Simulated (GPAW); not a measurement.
# SnTe (F-43m) in GPAW: notebook, part 2 of 3

GPAW 26.7.0.

**3. Relaxation of cell and atoms, PBEsol, target pressure 2 GPa, at which the enthalpy is minimised**

The input, run.py:

```python
from ase import Atoms
from ase.filters import FrechetCellFilter
from ase.io import write
from ase.optimize import BFGS
from ase.units import GPa
from gpaw import GPAW, PW, setup_paths

setup_paths.insert(0, '.')

atoms = Atoms(['Te', 'Sn'],
              cell=[[0.0, 3.611146, 3.611146],
                    [3.611146, 0.0, 3.611146],
                    [3.611146, 3.611146, 0.0]],
              scaled_positions=[[0.25, 0.25, 0.25],
                                [0.0, 0.0, 0.0]],
              pbc=True)

calc = GPAW(mode=PW(600),
            xc='PBEsol',
            kpts={'size': (7, 7, 7), 'gamma': True},
            occupations={'name': 'fermi-dirac', 'width': 0.05},
            nbands=19,
            convergence={'density': 1e-05, 'forces': 0.0001},
            maxiter=150,
            txt='gpaw.txt')
atoms.calc = calc
opt = BFGS(FrechetCellFilter(atoms, scalar_pressure=2 * GPa), trajectory='relax.traj', logfile='-')
done = opt.run(fmax=0.02, steps=60)
calc.write('gs.gpw')
write('result.traj', atoms)
print('Converged:', done)
print('Cell:', atoms.cell.cellpar().round(4))
print('Volume:', round(atoms.get_volume(), 4))
print(atoms.get_scaled_positions().round(5))
```

Potentials or basis: PAW data sets generated in the run's folder for this functional, pw.

Run with:

```bash
$ gpaw-setup -f PBEsol Sn Te
$ OMP_NUM_THREADS=1 python run.py
```

gpaw.txt:

```text
__  _  _
 | _ |_)|_||  |
 |__||  | ||/\| - 26.7.0

Input parameters:
  mode=PW(ecut=600.0),
  convergence={'density': 1e-05, 'forces': 0.0001},
  kpts=MonkhorstPack(size=(7, 7, 7), gamma=True),
  maxiter=150,
  nbands=19,
  occupations=Occupations(name='fermi-dirac', width=0.05),
  xc=XC(name='PBEsol')

Diagonalizing LCAO Hamiltonian
Converting LCAO to pw mode

             Te

       Sn

Atoms  # Å, Bohr magnetons
|   | symbol |        x |        y |        z |    initial magnetic moments |
|---|--------|----------|----------|----------|-----------------------------|
| 0 |     Te | 1.805573 | 1.805573 | 1.805573 | ( 0.0000,  0.0000,  0.0000) |
| 1 |     Sn | 0.000000 | 0.000000 | 0.000000 | ( 0.0000,  0.0000,  0.0000) |

Unit cell  # Å
| periodic |        x |        y |        z |  lengths |    angles |
|----------|----------|----------|----------|----------|-----------|
|      yes | 0.000000 | 3.611146 | 3.611146 | 5.106932 | 60.000000 |
|      yes | 3.611146 | 0.000000 | 3.611146 | 5.106932 | 60.000000 |
|      yes | 3.611146 | 3.611146 | 0.000000 | 5.106932 | 60.000000 |

Number of symmetries: 24
Symmetry operations  # r_c * U_cc + t_c -> r_c
|    | kind |            matrix            |
|----|------|------------------------------|
|  0 |  E   |  1, 0, 0,  0, 1, 0,  0, 0, 1 |
|  1 |  σ   |  1, 0, 0,  0, 0, 1,  0, 1, 0 |
|  2 |  σ   |  1, 0,-1,  0, 1,-1,  0, 0,-1 |
|  3 |  C3  |  1, 0,-1,  0, 0,-1,  0, 1,-1 |
|  4 |  C3  |  1,-1, 0,  0,-1, 1,  0,-1, 0 |
|  5 |  σ   |  1,-1, 0,  0,-1, 0,  0,-1, 1 |
|  6 |  σ   |  0, 1, 0,  1, 0, 0,  0, 0, 1 |
|  7 |  C3  |  0, 1, 0,  0, 0, 1,  1, 0, 0 |
|  8 |  C2  |  0, 1,-1,  1, 0,-1,  0, 0,-1 |
[... 189 lines left out ...]
|          5 |        -8.826 |     2.000 |
|          6 |        -2.491 |     2.000 |
|          7 |         0.776 |     2.000 |
[... 9 lines left out ...]
|         17 |        10.256 |     0.000 |
|         18 |        10.256 |     0.000 |

Gap: 0.284 eV
Transition (v -> c):
  (s=0, k=9, n=9, [0.43, 0.29, -0.29]) -> (s=0, k=16, n=10, [0.43, 0.43, 0.00])
Direct/indirect transitions are different
Direct gap: 0.785 eV
Transition at: (s=0, k=16, n=9, [0.43, 0.43, 0.00])

Stress tensor  # eV/Ang^3
|         x |        y |         z |
|-----------|----------|-----------|
|  0.009379 | 0.000000 | -0.000000 |
|  0.000000 | 0.009379 |  0.000000 |
| -0.000000 | 0.000000 |  0.009379 |

Forces  # eV/Ang
|       x |        y |       z |
|---------|----------|---------|
| 0.00000 | -0.00000 | 0.00000 |  # Te   0
| 0.00000 | -0.00000 | 0.00000 |  # Sn   1

Interpolating wave functions to new cell

             Te

       Sn

Atoms  # Å, Bohr magnetons
|   | symbol |        x |         y |        z |    initial magnetic moments |
|---|--------|----------|-----------|----------|-----------------------------|
| 0 |     Te | 1.792344 |  1.792344 | 1.792344 | ( 0.0000,  0.0000,  0.0000) |
| 1 |     Sn | 0.000000 | -0.000000 | 0.000000 | ( 0.0000,  0.0000,  0.0000) |

Unit cell  # Å
| periodic |         x |         y |        z |  lengths |    angles |
|----------|-----------|-----------|----------|----------|-----------|
|      yes | -0.000000 |  3.584689 | 3.584689 | 5.069516 | 60.000000 |
|      yes |  3.584689 | -0.000000 | 3.584689 | 5.069516 | 60.000000 |
|      yes |  3.584689 |  3.584689 | 0.000000 | 5.069516 | 60.000000 |

Number of symmetries: 24
Symmetry operations  # r_c * U_cc + t_c -> r_c
|    | kind |            matrix            |
|----|------|------------------------------|
|  0 |  E   |  1, 0, 0,  0, 1, 0,  0, 0, 1 |
|  1 |  σ   |  1, 0, 0,  0, 0, 1,  0, 1, 0 |
|  2 |  σ   |  1, 0,-1,  0, 1,-1,  0, 0,-1 |
|  3 |  C3  |  1, 0,-1,  0, 0,-1,  0, 1,-1 |
|  4 |  C3  |  1,-1, 0,  0,-1, 1,  0,-1, 0 |
|  5 |  σ   |  1,-1, 0,  0,-1, 0,  0,-1, 1 |
|  6 |  σ   |  0, 1, 0,  1, 0, 0,  0, 0, 1 |
|  7 |  C3  |  0, 1, 0,  0, 0, 1,  1, 0, 0 |
|  8 |  C2  |  0, 1,-1,  1, 0,-1,  0, 0,-1 |
[... 189 lines left out ...]
|          5 |        -8.759 |     2.000 |
|          6 |        -2.248 |     2.000 |
|          7 |         0.906 |     2.000 |
[... 9 lines left out ...]
|         17 |        10.438 |     0.000 |
|         18 |        10.438 |     0.000 |

Gap: 0.232 eV
Transition (v -> c):
  (s=0, k=9, n=9, [0.43, 0.29, -0.29]) -> (s=0, k=16, n=10, [0.43, 0.43, 0.00])
Direct/indirect transitions are different
Direct gap: 0.762 eV
Transition at: (s=0, k=16, n=9, [0.43, 0.43, 0.00])

Stress tensor  # eV/Ang^3
|        x |        y |        z |
|----------|----------|----------|
| 0.006360 | 0.000000 | 0.000000 |
| 0.000000 | 0.006360 | 0.000000 |
| 0.000000 | 0.000000 | 0.006360 |
[... 13 lines left out ...]
Atoms  # Å, Bohr magnetons
|   | symbol |        x |         y |        z |    initial magnetic moments |
|---|--------|----------|-----------|----------|-----------------------------|
| 0 |     Te | 1.722891 |  1.722891 | 1.722891 | ( 0.0000,  0.0000,  0.0000) |
| 1 |     Sn | 0.000000 | -0.000000 | 0.000000 | ( 0.0000,  0.0000,  0.0000) |

Unit cell  # Å
| periodic |         x |        y |         z |  lengths |    angles |
|----------|-----------|----------|-----------|----------|-----------|
|      yes | -0.000000 | 3.445783 |  3.445783 | 4.873072 | 60.000000 |
|      yes |  3.445783 | 0.000000 |  3.445783 | 4.873072 | 60.000000 |
|      yes |  3.445783 | 3.445783 | -0.000000 | 4.873072 | 60.000000 |

Number of symmetries: 24
Symmetry operations  # r_c * U_cc + t_c -> r_c
|    | kind |            matrix            |
|----|------|------------------------------|
|  0 |  E   |  1, 0, 0,  0, 1, 0,  0, 0, 1 |
|  1 |  σ   |  1, 0, 0,  0, 0, 1,  0, 1, 0 |
|  2 |  σ   |  1, 0,-1,  0, 1,-1,  0, 0,-1 |
|  3 |  C3  |  1, 0,-1,  0, 0,-1,  0, 1,-1 |
|  4 |  C3  |  1,-1, 0,  0,-1, 1,  0,-1, 0 |
|  5 |  σ   |  1,-1, 0,  0,-1, 0,  0,-1, 1 |
|  6 |  σ   |  0, 1, 0,  1, 0, 0,  0, 0, 1 |
|  7 |  C3  |  0, 1, 0,  0, 0, 1,  1, 0, 0 |
|  8 |  C2  |  0, 1,-1,  1, 0,-1,  0, 0,-1 |
[... 190 lines left out ...]
|          5 |        -8.400 |     2.000 |
|          6 |        -0.845 |     2.000 |
|          7 |         1.655 |     2.000 |
[... 9 lines left out ...]
|         17 |        11.464 |     0.000 |
|         18 |        11.464 |     0.000 |

No gap
No difference between direct/indirect transitions

Stress tensor  # eV/Ang^3
|         x |         y |         z |
|-----------|-----------|-----------|
| -0.014593 | -0.000000 | -0.000000 |
| -0.000000 | -0.014593 | -0.000000 |
| -0.000000 | -0.000000 | -0.014593 |

Forces  # eV/Ang
|        x |       y |       z |
|----------|---------|---------|
| -0.00000 | 0.00000 | 0.00000 |  # Te   0
|  0.00000 | 0.00000 | 0.00000 |  # Sn   1

Interpolating wave functions to new cell

             Te

       Sn

Atoms  # Å, Bohr magnetons
|   | symbol |        x |         y |        z |    initial magnetic moments |
|---|--------|----------|-----------|----------|-----------------------------|
| 0 |     Te | 1.729063 |  1.729063 | 1.729063 | ( 0.0000,  0.0000,  0.0000) |
| 1 |     Sn | 0.000000 | -0.000000 | 0.000000 | ( 0.0000,  0.0000,  0.0000) |

Unit cell  # Å
| periodic |        x |        y |         z |  lengths |    angles |
|----------|----------|----------|-----------|----------|-----------|
|      yes | 0.000000 | 3.458125 |  3.458125 | 4.890528 | 60.000000 |
|      yes | 3.458125 | 0.000000 |  3.458125 | 4.890528 | 60.000000 |
|      yes | 3.458125 | 3.458125 | -0.000000 | 4.890528 | 60.000000 |

Number of symmetries: 24
Symmetry operations  # r_c * U_cc + t_c -> r_c
|    | kind |            matrix            |
|----|------|------------------------------|
|  0 |  E   |  1, 0, 0,  0, 1, 0,  0, 0, 1 |
|  1 |  σ   |  1, 0, 0,  0, 0, 1,  0, 1, 0 |
|  2 |  σ   |  1, 0,-1,  0, 1,-1,  0, 0,-1 |
|  3 |  C3  |  1, 0,-1,  0, 0,-1,  0, 1,-1 |
|  4 |  C3  |  1,-1, 0,  0,-1, 1,  0,-1, 0 |
|  5 |  σ   |  1,-1, 0,  0,-1, 0,  0,-1, 1 |
|  6 |  σ   |  0, 1, 0,  1, 0, 0,  0, 0, 1 |
|  7 |  C3  |  0, 1, 0,  0, 0, 1,  1, 0, 0 |
|  8 |  C2  |  0, 1,-1,  1, 0,-1,  0, 0,-1 |
[... 188 lines left out ...]
|          5 |        -8.433 |     2.000 |
|          6 |        -0.979 |     2.000 |
|          7 |         1.583 |     2.000 |
[... 9 lines left out ...]
|         17 |        11.367 |     0.000 |
|         18 |        11.367 |     0.000 |

No gap
No difference between direct/indirect transitions

Stress tensor  # eV/Ang^3
|         x |         y |         z |
|-----------|-----------|-----------|
| -0.012287 | -0.000000 | -0.000000 |
| -0.000000 | -0.012287 | -0.000000 |
| -0.000000 | -0.000000 | -0.012287 |

Forces  # eV/Ang
|        x |        y |        z |
|----------|----------|----------|
|  0.00000 | -0.00000 | -0.00000 |  # Te   0
| -0.00000 |  0.00000 |  0.00000 |  # Sn   1

# Writing to gs.gpw (mode='')
```

It took 74 s on 1 thread of Arm Neoverse V2, shared host; peak memory 0.21 GiB.

What came out:

| Property | Result |
| --- | --- |
| Free energy | -7.8517 eV |
| Relaxed volume | 41.35 Å³/atom |
| Relaxed cell | a = 4.891 Å, b = 4.891 Å, c = 4.891 Å, α = 60.00°, β = 60.00°, γ = 60.00° |
| Space group after relaxing (to 0.05 Å) | F-43m (No. 216) |
| Energy change on relaxing (the enthalpy is what falls) | +3.6 meV/atom |
| Ionic steps | 4 |
| Pressure after relaxing | 2.0 GPa |
| Band gap on the k mesh | none (metal or under the smearing width) |

The path:
```tsv
step	energy change (eV)	largest force (eV/Å)	pressure (GPa)	volume (Å³)
1	0.0000	0.0000	-1.50	94.18
2	-0.0158	0.0000	-1.02	92.13
3	0.0192	0.0000	2.34	81.83
4	0.0072	0.0000	1.97	82.71
```

Final structure:
```
Te Sn
1.0
     0.00000    3.45813    3.45813
     3.45813    0.00000    3.45813
     3.45813    3.45813    0.00000
Te Sn
1 1
Direct
  0.25000 0.25000 0.25000
  0.00000 0.00000 0.00000
```

Caveat: later steps reuse the first step's grids. The run has no spin-orbit coupling, so splittings on Te are missing.

(Part 2 of 3 ends here.)
